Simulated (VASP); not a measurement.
# WC (Qusongite): band structure with PBE

Crystal: WC (Qusongite).

```xyz
2
Lattice="2.9065 0.0000 0.0000 -1.4532 2.5171 0.0000 0.0000 0.0000 2.8366" Properties=species:S:1:pos:R:3 pbc="T T T"
W     0.0000    0.0000    0.0000
C     1.4533    0.8390    1.4183
```

| Quantity | Value |
| --- | --- |
| Program | VASP 6.6.1 |
| Task | band structure |
| Functional | PBE |
| Potentials or basis | VASP PAW PBE potentials, release 54 (W, C) |
| Cutoff | 500 eV |
| k mesh | 10 × 10 × 9 |
| Occupations | fermi-dirac, width 0.05 eV |
| Spin | no spin polarisation |
| Further INCAR settings | ALGO = Normal; EDIFF = 1e-06 |

```json
{
 "Band gap along the path": "none (metal or under the smearing width)"
}
```

Levels at the corners of the path, in eV from the Fermi level:
```csv
point,band 1,band 2,band 3,band 4,band 5,band 6,band 7,band 8,band 9
Γ,-14.43,-4.31,-3.32,-3.32,0.14,3.19,3.19,5.65,5.65
M,-11.14,-7.05,-3.60,-3.57,-0.43,2.31,4.50,4.86,6.92
M,-11.14,-7.05,-3.60,-3.57,-0.43,2.31,4.50,4.86,6.92
K,-10.43,-6.55,-4.57,-3.43,0.60,1.00,2.07,3.23,9.20
K,-10.43,-6.55,-4.57,-3.43,0.60,1.00,2.07,3.23,9.20
Γ,-14.43,-4.31,-3.32,-3.32,0.14,3.19,3.19,5.65,5.65
Γ,-14.43,-4.31,-3.32,-3.32,0.14,3.19,3.19,5.65,5.65
A,-10.55,-8.62,-2.00,-2.00,-0.60,-0.60,3.67,4.58,4.58
A,-10.55,-8.62,-2.00,-2.00,-0.60,-0.60,3.67,4.58,4.58
L,-11.27,-6.46,-4.30,-4.20,0.29,4.39,5.25,6.67,9.18
L,-11.27,-6.46,-4.30,-4.20,0.29,4.39,5.25,6.67,9.17
H,-10.93,-7.19,-5.43,-1.62,-0.65,4.39,6.37,7.56,9.19
H,-10.93,-7.19,-5.43,-1.62,-0.65,4.39,6.37,7.56,9.19
A,-10.55,-8.62,-2.00,-2.00,-0.60,-0.60,3.67,4.58,4.58
L,-11.27,-6.46,-4.30,-4.20,0.29,4.39,5.25,6.67,9.19
M,-11.14,-7.05,-3.60,-3.57,-0.43,2.31,4.50,4.86,6.92
K,-10.43,-6.55,-4.57,-3.43,0.60,1.00,2.07,3.23,9.20
H,-10.93,-7.19,-5.43,-1.62,-0.65,4.39,6.37,7.56,9.21
```

It took 8.7 s on 1 thread of Intel(R) Xeon(R) 6975P-C (Granite Rapids) (shared host), peak memory 0.14 GiB.

Caveat: the log is that of the step along the path at fixed density, whose energy, stress, charges and moments have no meaning; spin-orbit coupling is left out, which moves the levels of the heavy elements.
